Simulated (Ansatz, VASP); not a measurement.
Br in VASP and in Ansatz

```
Br
1.0
     3.42264    0.00000    0.00000
    -1.71132    2.96410    0.00000
     0.00000    0.00000    4.29520
Br
2
Direct
  0.33333 0.66667 0.25000
  0.66667 0.33333 0.75000
```

Change from the starting cell: volume scaled by 0.84, LAPW.

Alike in both runs: task single point; functional PBEsol; k mesh 14 × 14 × 8; occupations fermi-dirac, width 0.1 eV; no spin polarisation.

|  | VASP | Ansatz |
| --- | --- | --- |
| version | VASP 6.6.1 | Ansatz 0.2.0 |
| potentials or method | VASP PAW PBE potentials, release 64 (Br), cutoff 520 eV | all-electron LAPW, scalar-relativistic |

```tsv
	VASP	Ansatz	Ansatz less VASP
pressure (GPa)	8.0	8.0	-0.04
```

Ansatz ran all-electron here, so the differences hold the error of VASP's frozen core and of both bases.

Caveats: the PAW data sets were made with another functional, which shifts forces and pressure a little (VASP).
